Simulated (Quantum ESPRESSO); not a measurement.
# BP (F-43m) in Quantum ESPRESSO: further runs

The runs below take BP through phonons, with LDA, PBEsol.

Everything below comes from runs of Quantum ESPRESSO 7.5. Logs are shortened: lines on timing, memory, paths and dates and some standing lists are left out, and cuts for length are marked.

### Step 1. Starting point

Symmetry: F-43m, No. 216, cubic system. The conventional cell has a = 4.538 Å, b = 4.538 Å, c = 4.538 Å, α = 90.00°, β = 90.00°, γ = 90.00°. Around P (site symmetry -43m) lie 4 B at 1.97 Å. B (site symmetry -43m) is surrounded by 4 P at 1.97 Å.

### Step 2. Phonons, LDA

The input, pw.in:

```
&CONTROL
  calculation = 'scf'
  prefix = 'pwscf'
  outdir = './tmp'
  pseudo_dir = './pseudo'
  tprnfor = .true.
  tstress = .true.
  disk_io = 'low'
/
&SYSTEM
  ibrav = 0
  nat = 2
  ntyp = 2
  ecutwfc = 45
  ecutrho = 360
  nbnd = 9
  occupations = 'smearing'
  smearing = 'fd'
  degauss = 0.00367493
/
&ELECTRONS
  conv_thr = 4d-10
  electron_maxstep = 120
  mixing_beta = 0.5
/
ATOMIC_SPECIES
P     30.9738 p_lda_v1.5.uspp.F.UPF
B     10.8100 b_lda_v1.4.uspp.F.UPF
CELL_PARAMETERS angstrom
   0.0000000000    2.2690000000    2.2690000000
   2.2690000000    0.0000000000    2.2690000000
   2.2690000000    2.2690000000    0.0000000000
ATOMIC_POSITIONS crystal
P      0.7500000000    0.7500000000    0.7500000000
B      0.0000000000    0.0000000000    0.0000000000
K_POINTS automatic
8 8 8 1 1 1
```

The input, relax.in:

```
&CONTROL
  calculation = 'vc-relax'
  prefix = 'pwscf'
  outdir = './tmp'
  pseudo_dir = './pseudo'
  tprnfor = .true.
  tstress = .true.
  disk_io = 'low'
  nstep = 40
  forc_conv_thr = 0.0001
  etot_conv_thr = 1d-06
/
&SYSTEM
  ibrav = 0
  nat = 2
  ntyp = 2
  ecutwfc = 45
  ecutrho = 360
  nbnd = 9
  occupations = 'smearing'
  smearing = 'fd'
  degauss = 0.00367493
/
&ELECTRONS
  conv_thr = 4d-10
  electron_maxstep = 120
  mixing_beta = 0.5
/
&IONS
  ion_dynamics = 'bfgs'
/
&CELL
  cell_dynamics = 'bfgs'
  press = 0
  press_conv_thr = 0.2
/
ATOMIC_SPECIES
P     30.9738 p_lda_v1.5.uspp.F.UPF
B     10.8100 b_lda_v1.4.uspp.F.UPF
CELL_PARAMETERS angstrom
   0.0000000000    2.2690000000    2.2690000000
   2.2690000000    0.0000000000    2.2690000000
   2.2690000000    2.2690000000    0.0000000000
ATOMIC_POSITIONS crystal
P      0.7500000000    0.7500000000    0.7500000000
B      0.0000000000    0.0000000000    0.0000000000
K_POINTS automatic
8 8 8 1 1 1
```

The input, scf2.in:

```
&CONTROL
  calculation = 'scf'
  prefix = 'pwscf'
  outdir = './tmp'
  pseudo_dir = './pseudo'
  tprnfor = .true.
  tstress = .true.
  disk_io = 'low'
/
&SYSTEM
  ibrav = 0
  nat = 2
  ntyp = 2
  ecutwfc = 45
  ecutrho = 360
  nbnd = 9
  occupations = 'fixed'
/
&ELECTRONS
  conv_thr = 1d-13
  electron_maxstep = 120
  mixing_beta = 0.5
  startingpot = 'file'
  startingwfc = 'file'
/
ATOMIC_SPECIES
P     30.9738 p_lda_v1.5.uspp.F.UPF
B     10.8100 b_lda_v1.4.uspp.F.UPF
CELL_PARAMETERS angstrom
   0.0000000000    2.2466175413    2.2466175413
   2.2466175413    0.0000000000    2.2466175413
   2.2466175413    2.2466175413    0.0000000000
ATOMIC_POSITIONS crystal
P      0.7500000000    0.7500000000    0.7500000000
B      0.0000000000    0.0000000000    0.0000000000
K_POINTS automatic
8 8 8 1 1 1
```

The input, ph.in:

```
phonons of BP
&INPUTPH
  prefix = 'pwscf'
  outdir = './tmp'
  tr2_ph = 1d-16
  fildyn = 'dyn'
  niter_ph = 60
  alpha_mix(1) = 0.7
  epsil = .true.
/
0.0000000000 0.0000000000 0.0000000000
```

The input, dynmat.in:

```
&INPUT
  fildyn = 'dyn'
  asr = 'crystal'
  lperm = .true.
  filout = 'dynmat.disp'
  fileig = 'dynmat.eig'
/
```

The input, dynmat_lo.in:

```
&INPUT
  fildyn = 'dyn'
  asr = 'crystal'
  filout = 'dynmat_lo.disp'
  fileig = 'dynmat_lo.eig'
  q(1) = 0
  q(2) = 0
  q(3) = 1
/
```

Potentials or basis: GBRV 1.5 LDA.

Started as:

```
$ OMP_NUM_THREADS=1 pw.x -in pw.in > pw.out
$ OMP_NUM_THREADS=1 pw.x -in relax.in > relax.out
$ OMP_NUM_THREADS=1 pw.x -in scf2.in > scf2.out
$ OMP_NUM_THREADS=1 ph.x -in ph.in > ph.out
$ OMP_NUM_THREADS=1 dynmat.x -in dynmat.in > dynmat.out
$ OMP_NUM_THREADS=1 dynmat.x -in dynmat_lo.in > dynmat_lo.out
```

pw.out:

```text
This program is part of the open-source Quantum ESPRESSO suite
     for quantum simulation of materials; please cite
[... 9 lines left out ...]
     --------------------
     sticks:   dense  smooth     PW     G-vecs:    dense   smooth      PW
     Sum         913     451    151                18149     6375    1243

     Using Slab Decomposition

     bravais-lattice index     =            0
     lattice parameter (alat)  =       6.0638  a.u.
     unit-cell volume          =     157.6631 (a.u.)^3
     number of atoms/cell      =            2
     number of atomic types    =            2
     number of electrons       =         8.00
     number of Kohn-Sham states=            9
     kinetic-energy cutoff     =      45.0000  Ry
     charge density cutoff     =     360.0000  Ry
     scf convergence threshold =      4.0E-10
     mixing beta               =       0.5000
     number of iterations used =            8  plain     mixing
     Exchange-correlation=  SLA  PZ   NOGX NOGC
                           (   1   1   0   0   0   0   0)

     celldm(1)=   6.063849  celldm(2)=   0.000000  celldm(3)=   0.000000
     celldm(4)=   0.000000  celldm(5)=   0.000000  celldm(6)=   0.000000

     crystal axes: (cart. coord. in units of alat)
               a(1) = (   0.000000   0.707107   0.707107 )
               a(2) = (   0.707107   0.000000   0.707107 )
               a(3) = (   0.707107   0.707107   0.000000 )

     reciprocal axes: (cart. coord. in units 2 pi/alat)
               b(1) = ( -0.707107  0.707107  0.707107 )
               b(2) = (  0.707107 -0.707107  0.707107 )
               b(3) = (  0.707107  0.707107 -0.707107 )

     PseudoPot. # 1 for P  read from file:
     p_lda_v1.5.uspp.F.UPF
     Pseudo is Ultrasoft + core correction, Zval =  5.0
     Generated by new atomic code, or converted to UPF format
     Using radial grid of  903 points,  6 beta functions with:
                l(1) =   0
                l(2) =   0
                l(3) =   1
                l(4) =   1
                l(5) =   2
                l(6) =   2
     Q(r) pseudized with  8 coefficients,  rinner =    1.300   1.300   1.300
                                                       1.300   1.300

     PseudoPot. # 2 for B  read from file:
     b_lda_v1.4.uspp.F.UPF
     Pseudo is Ultrasoft + core correction, Zval =  3.0
     Generated by new atomic code, or converted to UPF format
     Using radial grid of  781 points,  4 beta functions with:
                l(1) =   0
                l(2) =   0
                l(3) =   1
                l(4) =   1
     Q(r) pseudized with  8 coefficients,  rinner =    1.100   1.100   1.100

     atomic species   valence    mass     pseudopotential
     P                 5.00    30.97380     P ( 1.00)
     B                 3.00    10.81000     B ( 1.00)

     24 Sym. Ops. (no inversion) found

   Cartesian axes

     site n.     atom                  positions (alat units)
         1        P      tau(   1) = (   1.0606602   1.0606602   1.0606602  )
         2        B      tau(   2) = (   0.0000000   0.0000000   0.0000000  )

     number of k points=    60  Fermi-Dirac smearing, width (Ry)=  0.0037
                       cart. coord. in units 2pi/alat
        k(    1) = (   0.0441942   0.0441942   0.0441942), wk =   0.0078125
        k(    2) = (   0.1325825   0.1325825  -0.0441942), wk =   0.0234375
        k(    3) = (   0.2209709   0.2209709  -0.1325825), wk =   0.0234375
        k(    4) = (   0.3093592   0.3093592  -0.2209709), wk =   0.0234375
        k(    5) = (  -0.3093592  -0.3093592   0.3977476), wk =   0.0234375
        k(    6) = (  -0.2209709  -0.2209709   0.3093592), wk =   0.0234375
[... 52 lines left out ...]
        k(   59) = (   0.3093592   0.3093592   0.3093592), wk =   0.0078125
        k(   60) = (  -0.3093592  -0.3093592   0.9280777), wk =   0.0234375

     Dense  grid:    18149 G-vectors     FFT dimensions: (  40,  40,  40)

     Smooth grid:     6375 G-vectors     FFT dimensions: (  25,  25,  25)

     Initial potential from superposition of free atoms

     starting charge       7.9996, renormalised to       8.0000
     Starting wfcs are    8 randomized atomic wfcs +    1 random wfcs

     Self-consistent Calculation

     iteration #  1     ecut=    45.00 Ry     beta= 0.50
     Davidson diagonalization with overlap
     ethr =  1.00E-02,  avg # of iterations =  5.4

     total energy              =     -21.98279979 Ry
     estimated scf accuracy    <       0.17063818 Ry

     iteration #  2     ecut=    45.00 Ry     beta= 0.50
     Davidson diagonalization with overlap
     ethr =  2.13E-03,  avg # of iterations =  1.1

     total energy              =     -22.00899715 Ry
     estimated scf accuracy    <       0.01162648 Ry

     iteration #  3     ecut=    45.00 Ry     beta= 0.50
     Davidson diagonalization with overlap
     ethr =  1.45E-04,  avg # of iterations =  3.3

     total energy              =     -22.00948342 Ry
     estimated scf accuracy    <       0.00176823 Ry

     iteration #  4     ecut=    45.00 Ry     beta= 0.50
     Davidson diagonalization with overlap
     ethr =  2.21E-05,  avg # of iterations =  3.0

     total energy              =     -22.00962866 Ry
     estimated scf accuracy    <       0.00003920 Ry

     iteration #  5     ecut=    45.00 Ry     beta= 0.50
     Davidson diagonalization with overlap
     ethr =  4.90E-07,  avg # of iterations =  6.3

     total energy              =     -22.00967502 Ry
     estimated scf accuracy    <       0.00000790 Ry

     iteration #  6     ecut=    45.00 Ry     beta= 0.50
     Davidson diagonalization with overlap
     ethr =  9.88E-08,  avg # of iterations =  2.4

     total energy              =     -22.00967711 Ry
     estimated scf accuracy    <       0.00000020 Ry

     iteration #  7     ecut=    45.00 Ry     beta= 0.50
     Davidson diagonalization with overlap
     ethr =  2.45E-09,  avg # of iterations =  4.2

     total energy              =     -22.00967761 Ry
     estimated scf accuracy    <       0.00000002 Ry

     iteration #  8     ecut=    45.00 Ry     beta= 0.50
     Davidson diagonalization with overlap
     ethr =  1.96E-10,  avg # of iterations =  2.7

     End of self-consistent calculation

          k = 0.0442 0.0442 0.0442 (   821 PWs)   bands (ev):

    -6.3164   8.4374   8.8876   8.8876  12.5596  12.5596  12.6156  16.5778
    20.5076

          k = 0.1326 0.1326-0.0442 (   815 PWs)   bands (ev):

    -5.9433   6.6724   7.7605   8.7122  12.8842  13.0808  13.6100  17.3101
    19.3459

          k = 0.2210 0.2210-0.1326 (   810 PWs)   bands (ev):

    -5.0361   3.7361   7.1122   8.0300  13.1879  13.6122  14.1571  18.2032
    19.2618

          k = 0.3094 0.3094-0.2210 (   804 PWs)   bands (ev):

    -3.7342   1.1367   6.8287   7.4354  13.0318  13.8102  13.9461  18.9896
    21.1004

          k =-0.3094-0.3094 0.3977 (   803 PWs)   bands (ev):

    -3.0402   0.1076   6.9167   7.1177  12.9213  13.7274  13.9563  19.0702
    22.2724

          k =-0.2210-0.2210 0.3094 (   802 PWs)   bands (ev):

    -4.1885   1.9211   7.1478   7.3333  12.9391  13.7419  14.2748  18.4540
    20.7459

          k =-0.1326-0.1326 0.2210 (   806 PWs)   bands (ev):

    -5.3935   4.7110   7.5496   7.9905  12.8259  13.6781  14.2537  17.4659
    19.8058

          k =-0.0442-0.0442 0.1326 (   815 PWs)   bands (ev):

    -6.1292   7.6002   8.2540   8.6093  12.2274  13.3017  13.3807  16.8839
    19.6187

          k = 0.2210 0.0442 0.0442 (   811 PWs)   bands (ev):

    -5.7570   6.6381   7.4388   7.7966  11.7335  14.4332  14.5622  16.2303
    19.5593
[... 61 lines left out ...]
          k = 0.5745 0.0442 0.0442 (   799 PWs)   bands (ev):

    -2.6254   1.8511   4.8396   5.1425  10.4039  11.4603  19.7714  19.8061
    23.3875

          k =-0.0442-0.5745 0.6629 (   795 PWs)   bands (ev):

    -1.6443   0.8536   4.0225   4.7981  10.9999  12.0287  19.6048  20.4603
    22.3743

          k = 0.0442-0.4861 0.5745 (   800 PWs)   bands (ev):

    -1.6183   1.0001   2.9165   5.2576  11.5116  14.9707  17.9428  19.2997
    20.4745

          k = 0.1326-0.3977 0.4861 (   807 PWs)   bands (ev):

    -2.3961   0.7025   4.1685   6.1259  12.4301  15.1713  17.0963  18.5653
    19.5883

          k = 0.2210-0.3094 0.3977 (   804 PWs)   bands (ev):

    -3.2023   0.5978   6.2670   6.9868  13.0307  13.7677  14.7001  18.9415
    21.2489

          k =-0.6629 0.0442 0.0442 (   794 PWs)   bands (ev):

    -1.7238   0.7625   4.6377   4.9668  10.4198  10.9725  20.6337  20.7066
    23.5811

          k =-0.5745 0.1326-0.0442 (   795 PWs)   bands (ev):

    -2.4983   1.7994   4.2843   5.0179  11.0853  12.3896  18.5315  19.7819
    22.7439

          k =-0.4861 0.2210-0.1326 (   800 PWs)   bands (ev):

    -3.0457   1.6092   4.7293   5.8899  12.0405  15.3676  16.0473  17.3362
    21.7887

          k =-0.4861 0.0442 0.0442 (   807 PWs)   bands (ev):

    -3.6070   3.1729   5.2528   5.4905  10.5351  12.2723  18.5374  18.5465
    22.7264

          k =-0.3977 0.1326-0.0442 (   812 PWs)   bands (ev):

    -4.3131   3.8530   5.4479   6.3143  11.6073  14.0918  16.1467  17.1199
    21.6314

          k =-0.3094 0.0442 0.0442 (   820 PWs)   bands (ev):

    -5.2048   5.6193   6.6626   6.7975  11.2378  14.7568  15.7807  15.8708
    20.5627

          k = 0.1326 0.1326 0.1326 (   812 PWs)   bands (ev):

    -5.7591   5.6910   8.2328   8.2328  13.0077  13.4271  13.4271  17.8601
    19.7901

          k = 0.2210 0.2210 0.0442 (   813 PWs)   bands (ev):

    -5.2115   4.7531   6.1956   8.2618  13.5380  13.5528  14.4791  17.3872
    18.5573

          k = 0.3094 0.3094-0.0442 (   804 PWs)   bands (ev):

    -4.1624   3.0542   4.7020   7.5225  13.2381  14.5844  15.5128  17.5775
    18.6850

          k =-0.3094-0.3094 0.5745 (   801 PWs)   bands (ev):

    -2.8750   0.8978   4.6511   6.7489  12.5125  15.2684  15.6596  19.2508
    20.5401

          k =-0.2210-0.2210 0.4861 (   806 PWs)   bands (ev):

    -2.8627   0.8697   5.1235   6.2864  12.0458  15.7380  15.7971  17.2903
    21.5132

          k =-0.1326-0.1326 0.3977 (   805 PWs)   bands (ev):

    -4.1504   3.0332   5.9529   6.2511  11.8023  14.9845  15.9914  16.2366
    21.9285

          k = 0.3094 0.1326 0.1326 (   806 PWs)   bands (ev):

    -4.8531   3.8201   6.8584   7.1170  12.3289  14.6743  15.2051  16.1697
    20.8882

          k = 0.3977 0.2210 0.0442 (   807 PWs)   bands (ev):
[... 74 lines left out ...]
          k = 0.3977 0.2210 0.2210 (   802 PWs)   bands (ev):

    -3.5583   1.2740   6.3750   6.6798  12.5372  14.5657  14.9404  17.7741
    21.2998

          k =-0.2210-0.3977 0.8397 (   803 PWs)   bands (ev):

    -2.7070   1.0137   4.5182   5.9981  13.1053  14.2443  17.1331  17.6728
    20.3931

          k =-0.1326-0.3094 0.7513 (   798 PWs)   bands (ev):

    -1.7368   1.1320   2.9405   4.9646  12.8039  15.8504  17.0398  17.7962
    20.0656

          k =-0.8397 0.2210 0.2210 (   800 PWs)   bands (ev):

    -2.2363   0.7966   3.8432   6.0065  11.6732  16.6035  16.7708  17.3887
    20.9621

          k = 0.3094 0.3094 0.3094 (   799 PWs)   bands (ev):

    -3.3738   0.4439   7.3049   7.3049  12.7954  13.7127  13.7127  18.9605
    23.2450

          k =-0.3094-0.3094 0.9281 (   802 PWs)   bands (ev):

    -2.8730   0.2663   5.8989   6.9155  12.7708  14.4980  14.5093  19.3189
    21.4590

     the Fermi energy is     9.6224 ev

!    total energy              =     -22.00967762 Ry
     estimated scf accuracy    <          2.0E-10 Ry
     smearing contrib. (-TS)   =      -0.00000000 Ry
     internal energy E=F+TS    =     -22.00967762 Ry

     The total energy is F=E-TS. E is the sum of the following terms:
     one-electron contribution =       6.69688879 Ry
     hartree contribution      =       1.25906595 Ry
     xc contribution           =      -8.98239282 Ry
     ewald contribution        =     -20.98323954 Ry

     convergence has been achieved in   8 iterations

     Forces acting on atoms (cartesian axes, Ry/au):

     atom    1 type  1   force =     0.00000000    0.00000000    0.00000000
     atom    2 type  2   force =     0.00000000    0.00000000    0.00000000

     Total force =     0.000000     Total SCF correction =     0.000000

     Computing stress (Cartesian axis) and pressure

          total   stress  (Ry/bohr**3)                   (kbar)     P=      -49.20
  -0.00033445   0.00000000   0.00000000          -49.20        0.00        0.00
   0.00000000  -0.00033445  -0.00000000            0.00      -49.20       -0.00
   0.00000000  -0.00000000  -0.00033445            0.00       -0.00      -49.20

=------------------------------------------------------------------------------=
   JOB DONE.
=------------------------------------------------------------------------------=
```

It took 97 s on 1 thread of Arm Neoverse V2, shared host; peak memory 0.11 GiB.

What came out:

```
Free energy                                             : -299.4676 eV
Relaxed volume                                          : 11.34 Å³/atom
Relaxed cell                                            : a = 3.177 Å, b = 3.177 Å, c = 3.177 Å, α = 60.00°, β = 60.00°, γ = 60.00°
Space group after relaxing (to 0.05 Å)                  : F-43m (No. 216)
Pressure after relaxing                                 : 0.0 GPa
Electronic dielectric tensor (diagonal)                 : 9.19
Born charges (mean of the diagonal)                     : P +0.63; B -0.63 e
Highest phonon frequency at Γ, LO-TO splitting left out : 820 cm⁻¹
Static dielectric tensor (diagonal)                     : 9.35
```

The path:
```csv
step,energy change (eV),largest force (eV/Å),pressure (GPa),volume (Å³)
1,0.0000,0.0000,-4.92,23.36
2,-0.0105,0.0000,-0.79,22.78
3,-0.0107,0.0000,0.03,22.67
4,-0.0107,0.0000,0.00,22.68
```

Final structure:
```yaml
crystal:
  lattice:
    - [0.00000, 2.24662, 2.24662]
    - [2.24662, 0.00000, 2.24662]
    - [2.24662, 2.24662, 0.00000]
  atoms:
    - { symbol: P, position: [0.75000, 0.75000, 0.75000] }
    - { symbol: B, position: [0.00000, 0.00000, 0.00000] }
```

Phonon frequencies in cm⁻¹ (negative: imaginary):
```tsv
q point	frequencies
(0.000, 0.000, 0.000)	-7 -7 -7 820 820 820
```

Electronic dielectric tensor:
```
9.19 0.00 0.00
0.00 9.19 0.00
0.00 0.00 9.19
```

Born effective charge tensors (e):
atom 1, P
```
0.63 0.00 0.00
0.00 0.63 0.00
0.00 0.00 0.63
```
atom 2, B
```
-0.63  0.00  0.00
 0.00 -0.63  0.00
 0.00  0.00 -0.63
```

Optical modes at Γ, degenerate ones joined, polar ones without the macroscopic field:
```tsv
cm⁻¹	components	symmetry	active in	IR intensity, summed ((D/Å)²/amu)
820	3	T2	IR and Raman	3.40
```

Zone-centre frequencies without and with the macroscopic field along z (cm⁻¹):
|  | optical modes in rising order |
| --- | --- |
| without | 820 820 820 |
| with the field | 820 820 827 |

Static dielectric tensor, electrons and zone-centre modes:
```
9.35 0.00 0.00
0.00 9.35 0.00
0.00 0.00 9.35
```

(Continued in part 2 of 2.)
